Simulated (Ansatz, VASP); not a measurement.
## Two plane-wave programs on Ni

```
Ni
1.0
     2.36259    0.00000    0.00000
    -0.78753    2.22748    0.00000
    -0.78753   -1.11374    1.92905
Ni
1
Direct
  0.00000 0.00000 0.00000
```

Alike in both runs: functional PBEsol; dispersion D3(BJ); k mesh 15 × 15 × 15; occupations fermi-dirac, width 0.1 eV; collinear spin.

Ansatz relaxed the structure, and its values are those at the end. VASP's run is a single point on that final structure, the one shown.

|  | VASP | Ansatz |
| --- | --- | --- |
| version | VASP 6.6.1 | Ansatz 0.2.0 |
| potentials or method | VASP PAW PBE potentials, release 64 (Ni) | plane waves, PAW |
| plane-wave cutoff (eV) | 520 | 558 |
| valence electrons in the cell | 10 | 18 |

```tsv
	VASP	Ansatz	Ansatz less VASP
pressure (GPa)	-0.3	0.0	+0.27
net moment per atom (μB)	0.36	0.39	+0.038
size of the moment on the site where the two differ most (μB)	0.36	0.41	+0.055
dispersion energy (meV/atom)	-447.4	-447.5	-0.12
```

Site moments also hang on the region over which each program counts them. The two sets of potentials don't hold the same shells in valence.

Caveats: the PAW data sets were made with another functional, which shifts forces and pressure a little (VASP); pairwise dispersion overbinds metals, which lowers pressure and volume.
